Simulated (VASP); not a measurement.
# AlP (F-43m) in VASP: notebook, part 3 of 3

VASP 6.6.1. Earlier steps stand in the parts before.

### Step 4. Single point, PBE

This run uses another cell than the first one, of 21.46 Å³/atom, 1.093 times its volume.

The input, INCAR:

```
SYSTEM = AlP
PREC = Accurate ; ENCUT = 500
EDIFF = 1E-6 ; ISMEAR = 0
SIGMA = 0.01 ; LREAL = .FALSE.
LASPH = .TRUE. ; NELM = 120
ALGO = Normal ; ISIF = 2
LWAVE = .FALSE. ; LCHARG = .FALSE.
GGA = PE ; NBANDS = 11
GGA_COMPAT = .FALSE.
```

The input, KPOINTS:

```
regular mesh
0
G
  6 6 6
  0 0 0
```

The input, POSCAR:

```
AlP
1.0
    0.0000000000      2.7789547475      2.7789547475
    2.7789547475      0.0000000000      2.7789547475
    2.7789547475      2.7789547475      0.0000000000
Al P
1 1
Direct
    0.0000000000      0.0000000000      0.0000000000
    0.2500000000      0.2500000000      0.2500000000
```

Potentials or basis: VASP PAW PBE potentials, release 64 (Al, P).

The run is started by

```
$ cat potpaw_PBE.64/Al/POTCAR potpaw_PBE.64/P/POTCAR > POTCAR
$ mpirun -np 1 vasp_std > vasp.out
```

OUTCAR:

```text
SYSTEM = AlP
   PREC = Accurate
   ENCUT = 500
   EDIFF = 1E-6
   ISMEAR = 0
   LREAL = .FALSE.
   LASPH = .TRUE.
   NELM = 120
   ISIF = 2
   GGA = PE

 ion  position               nearest neighbor table
   1  0.000  0.000  0.000-   2 2.41   2 2.41   2 2.41   2 2.41
   2  0.250  0.250  0.250-   1 2.41   1 2.41   1 2.41   1 2.41

  LATTYP: Found a face centered cubic cell.
 ALAT       =     5.5579094950

  Lattice vectors:

 A1 = (   0.0000000000,   2.7789547475,   2.7789547475)
 A2 = (   2.7789547475,   0.0000000000,   2.7789547475)
 A3 = (   2.7789547475,   2.7789547475,   0.0000000000)

Analysis of symmetry for initial positions (statically):
=====================================================================
 Subroutine PRICEL returns:
 Original cell was already a primitive cell.

 Routine SETGRP: Setting up the symmetry group for a
 face centered cubic supercell.

 Subroutine GETGRP returns: Found 24 space group operations
 (whereof 24 operations were pure point group operations)
 out of a pool of 48 trial point group operations.

The static configuration has the point symmetry T_d .

Analysis of symmetry for dynamics (positions and initial velocities):
=====================================================================
 Subroutine PRICEL returns:
 Original cell was already a primitive cell.

 Routine SETGRP: Setting up the symmetry group for a
 face centered cubic supercell.

 Subroutine GETGRP returns: Found 24 space group operations
 (whereof 24 operations were pure point group operations)
 out of a pool of 48 trial point group operations.

The dynamic configuration has the point symmetry T_d .

 Subroutine INISYM returns: Found 24 space group operations
 (whereof 24 operations are pure point group operations),
 and found     1 'primitive' translations

----------------------------------------------------------------------------------------

                                     Primitive cell

  volume of cell :      42.9215

  direct lattice vectors                    reciprocal lattice vectors
     0.000000000  2.778954747  2.778954747    -0.179923765  0.179923765  0.179923765
     2.778954747  0.000000000  2.778954747     0.179923765 -0.179923765  0.179923765
     2.778954747  2.778954747  0.000000000     0.179923765  0.179923765 -0.179923765

  length of vectors
     3.930035493  3.930035493  3.930035493     0.311637102  0.311637102  0.311637102

  position of ions in fractional coordinates (direct lattice)
     0.000000000  0.000000000  0.000000000
     0.250000000  0.250000000  0.250000000

  ion indices of the primitive-cell ions
   primitive index   ion index
                 1           1
                 2           2

----------------------------------------------------------------------------------------

 KPOINTS: regular mesh

Automatic generation of k-mesh.
 Grid dimensions read from file:
 generate k-points for:    6    6    6

 Generating k-lattice:

  Cartesian coordinates                     Fractional coordinates (reciprocal lattice)
    -0.029987294  0.029987294  0.029987294     0.166666667  0.000000000  0.000000000
     0.029987294 -0.029987294  0.029987294     0.000000000  0.166666667  0.000000000
     0.029987294  0.029987294 -0.029987294     0.000000000  0.000000000  0.166666667

  Length of vectors
     0.051939517  0.051939517  0.051939517

  Shift w.r.t. Gamma in fractional coordinates (k-lattice)
     0.000000000  0.000000000  0.000000000

 Subroutine IBZKPT returns following result:
 ===========================================

 Found     16 irreducible k-points:

 Following reciprocal coordinates:
            Coordinates               Weight
  0.000000  0.000000  0.000000      1.000000
  0.166667  0.000000  0.000000      8.000000
  0.333333  0.000000  0.000000      8.000000
  0.500000  0.000000  0.000000      4.000000
  0.166667  0.166667  0.000000      6.000000
  0.333333  0.166667  0.000000     24.000000
[... 8 lines left out ...]
 -0.333333  0.333333  0.166667     24.000000
 -0.333333  0.500000  0.166667     12.000000
   k-points           NKPTS =     16   k-points in BZ     NKDIM =     16   number of bands    NBANDS=     11
   number of dos      NEDOS =    301   number of ions     NIONS =      2
   total plane-waves  NPLWV =  27000
   dimension x,y,z NGX =    30 NGY =   30 NGZ =   30
   dimension x,y,z NGXF=    60 NGYF=   60 NGZF=   60
   ions per type =               1   1
   NGX,Y,Z   is equivalent  to a cutoff of  12.69, 12.69, 12.69 a.u.
   NGXF,Y,Z  is equivalent  to a cutoff of  25.38, 25.38, 25.38 a.u.
 SYSTEM =  AlP
   PREC   = accura    normal or accurate (medium, high low for compatibility)
   ISTART =      0    job   : 0-new  1-cont  2-samecut
   ICHARG =      2    charge: 1-file 2-atom 10-const
   ISPIN  =      1    spin polarized calculation?
   LNONCOLLINEAR =      F non collinear calculations
   LSORBIT =      F    spin-orbit coupling
   LASPH  =      T    aspherical Exc in radial PAW
   ENCUT  =  500.0 eV  36.75 Ry    6.06 a.u.   7.17  7.17  7.17*2*pi/ulx,y,z
   NELM   =    120;   NELMIN=  2; NELMDL= -5     # of ELM steps
   EDIFF  = 0.1E-05   stopping-criterion for ELM
   LREAL  =      F    real-space projection
   EDIFFG = 0.1E-04   stopping-criterion for IOM
   NSW    =      0    number of steps for IOM
   IBRION =     -1    ionic relax: 0-MD 1-quasi-New 2-CG
   NFREE  =      0    steps in history (QN), initial steepest desc. (CG)
   ISIF   =      2    stress and relaxation
   ISYM   =      2    0-nonsym 1-usesym 2-fastsym
   POTIM  = 0.5000    time-step for ionic-motion
   TEBEG  =    0.0;   TEEND  =   0.0 temperature during run
   PSTRESS=    0.0 pullay stress
   NELECT =       8.0000    total number of electrons
   NUPDOWN=      -1.0000    fix difference up-down
   EMIN   =  10.00;   EMAX   =-10.00  energy-range for DOS
   EFERMI =   0.00;   METHOD = LEGACY
   ISMEAR =     0;   SIGMA  =   0.01  broadening in eV -4-tet -1-fermi 0-gaus
   EFERMI_NEDOS =   21; number of points for ismear=-14 and -15
   IALGO  =     38    algorithm
   IMIX   =      4    mixing-type and parameters
     AMIX     =   0.40;   BMIX     =  1.00
     AMIX_MAG =   1.60;   BMIX_MAG =  1.00
  volume/ion in A,a.u.               =      21.46       144.82
  Fermi-wavevector in a.u.,A,eV,Ry     =   0.935147  1.767172 11.898301  0.874500
  Thomas-Fermi vector in A             =   2.062025
   LORBIT       =      0    0 simple, 1 ext, 2 COOP (PROOUT), +10 PAW based schemes
   GGA     = PE    functional components
   LHFCALC =     F    Hartree Fock is set to
   AEXX    =    0.0000 exact exchange contribution
   IVDW    =     0    specifies the selected vdW correction
   LEPSILON=     F    determine dielectric tensor
   LRPA    =     F    only Hartree local field effects (RPA)
 non-spin polarized calculation
 Gauss-broadening in eV      SIGMA  =   0.01
  energy-cutoff  :      500.00
  volume of cell :       42.92
 maximum number of plane-waves:      1113
 NGX is ok and might be reduce to    30
   NGX = 15   NGY = 15   NGZ = 15

 number of electron       8.0000000 magnetization

 Free energy of the ion-electron system (eV)
  ---------------------------------------------------
  ext. energy  EPLUGINS =         0.00000000
  ---------------------------------------------------
  free energy    TOTEN  =       -10.36119910 eV

  energy without entropy =      -10.36119910  energy(sigma->0) =      -10.36119910

 E-fermi :   4.1523     XC(G=0):  -9.0012

 val. band max:        4.1083951744   @ k =   0.0000   0.0000   0.0000
 cond. band min:       5.7856166453   @ k =   0.5000   0.5000   0.0000
 fundamental gap:      1.6772214709
 Fermi energy:         4.1523230034

 k-point     1 :       0.0000    0.0000    0.0000
  band No.  band energies     occupation
      1      -7.0999      2.00000
      2       4.1084      2.00000
      3       4.1084      2.00000
      4       4.1084      2.00000
      5       6.9618      0.00000
      6       8.5913      0.00000
      7       8.5913      0.00000
      8       8.5913      0.00000
      9      12.8785      0.00000
     10      12.8785      0.00000
     11      14.0325      0.00000
[... 197 lines left out ...]
 k-point    16 :      -0.3333    0.5000    0.1667
  band No.  band energies     occupation
      1      -4.9071      2.00000
      2      -0.7864      2.00000
      3       1.3706      2.00000
      4       1.6009      2.00000
      5       7.4401      0.00000
      6       8.3365      0.00000
      7      11.5475      0.00000
      8      11.8871      0.00000
      9      14.9443      0.00000
     10      15.7712      0.00000
     11      16.9754      0.00000

------------------------ aborting loop because EDIFF is reached ----------------------------------------

  FORCE on cell =-STRESS in cart. coord.  units (eV):
  Direction    XX          YY          ZZ          XY          YZ          ZX
  --------------------------------------------------------------------------------------
  -------------------------------------------------------------------------------------
  Total       -0.5840631     -0.5840631     -0.5840631      0.0000000      0.0000000     -0.0000000
  in kB      -21.8019807    -21.8019807    -21.8019807      0.0000000      0.0000000     -0.0000000
  external PRESSURE =     -21.8019807 kB  Pullay stress =       0.0000000 kB

 VOLUME and BASIS-vectors are now :
 -----------------------------------------------------------------------------
  energy-cutoff  :      500.00
  volume of cell :       42.92
      direct lattice vectors                 reciprocal lattice vectors
     0.000000000  2.778954747  2.778954747    -0.179923765  0.179923765  0.179923765
     2.778954747  0.000000000  2.778954747     0.179923765 -0.179923765  0.179923765
     2.778954747  2.778954747  0.000000000     0.179923765  0.179923765 -0.179923765

 POSITION                                       TOTAL-FORCE (eV/Angst)
 -----------------------------------------------------------------------------------
      0.00000      0.00000      0.00000        -0.000000     -0.000000     -0.000000
      1.38948      1.38948      1.38948         0.000000      0.000000      0.000000
 -----------------------------------------------------------------------------------
    total drift:                               -0.000000     -0.000000     -0.000000

  FREE ENERGIE OF THE ION-ELECTRON SYSTEM (eV)
  ---------------------------------------------------
  free  energy   TOTEN  =       -10.3611991021 eV

  energy  without entropy=      -10.3611991021  energy(sigma->0) =      -10.36119910
```

OSZICAR:

```text
N       E                     dE             d eps       ncg     rms          rms(c)
DAV:   1     0.122198253116E+02    0.12220E+02   -0.30426E+03   352   0.532E+02
DAV:   2    -0.968403408231E+01   -0.21904E+02   -0.21200E+02   459   0.866E+01
DAV:   3    -0.106874409523E+02   -0.10034E+01   -0.10012E+01   435   0.178E+01
DAV:   4    -0.106972059959E+02   -0.97650E-02   -0.97644E-02   444   0.221E+00
DAV:   5    -0.106973505840E+02   -0.14459E-03   -0.14459E-03   448   0.249E-01    0.430E+00
DAV:   6    -0.103977435301E+02    0.29961E+00   -0.64236E-01   388   0.291E+00    0.270E+00
DAV:   7    -0.103604975286E+02    0.37246E-01   -0.20545E-01   415   0.182E+00    0.139E+00
DAV:   8    -0.103611058426E+02   -0.60831E-03   -0.15046E-02   393   0.592E-01    0.256E-01
DAV:   9    -0.103610088515E+02    0.96991E-04   -0.74774E-04   427   0.147E-01    0.110E-01
DAV:  10    -0.103611939981E+02   -0.18515E-03   -0.28896E-04   373   0.871E-02    0.159E-02
DAV:  11    -0.103611982485E+02   -0.42504E-05   -0.27510E-05   462   0.230E-02    0.626E-03
DAV:  12    -0.103611991021E+02   -0.85354E-06   -0.14633E-06   400   0.706E-03
   1 F= -.10361199E+02 E0= -.10361199E+02  d E =-.326326E-12
```

stdout:

```text
POSCAR found type information on POSCAR AlP
 POSCAR found :  2 types and       2 ions
 scaLAPACK will be used
 LDA part: xc-table for (Slater+PW92), standard interpolation
 POSCAR, INCAR and KPOINTS ok, starting setup
 FFT: planning ... GRIDC
 FFT: planning ... GRID_SOFT
 FFT: planning ... GRID
 WAVECAR not read
 entering main loop
```

Run time: 16 s. Hardware: 1 thread of Intel Xeon 8259CL, shared host; peak memory 0.16 GiB.

What came out:

- Free energy: -10.3612 eV
- Pressure: -2.2 GPa
- Band gap on the k mesh: 1.68 eV, indirect (least direct gap 2.85 eV)

### Step 5. Overview

```tsv
cell	gap on the mesh (eV)	pressure (GPa)
a = 3.816 Å, angles 60.0°, 2 atoms	1.50	5.7
a = 3.893 Å, angles 60.0°, 2 atoms	1.62	0.1
a = 3.930 Å, angles 60.0°, 2 atoms	1.68	-2.2
```

Alike in all rows: task single point; level PBE; potentials or basis VASP PAW PBE potentials, release 64 (Al, P); no spin polarisation; k mesh 6 × 6 × 6; cutoff (eV) 500; smearing gaussian 0.01 eV.

Total energies depend on the potentials used, so only differences within one code and one set of settings carry meaning.

### Step 6. How close it comes

Step 3. Against the measured gap of AlP, 2.505 eV (indirect; 4.2 K; a printed reference work, data compilation), the calculated 1.62 eV is off by -0.88 eV. The value is that of PBE on a finite k mesh, which can miss the band edges, without temperature or zero-point motion. Semilocal functionals fall short of measured gaps as a rule.

Step 4. A measured gap of AlP is 2.505 eV (indirect; 4.2 K; a printed reference work, data compilation); the calculated 1.68 eV misses it by -0.83 eV. The value is that of PBE on a finite k mesh, which can miss the band edges, without temperature or zero-point motion. Semilocal functionals fall short of measured gaps as a rule.
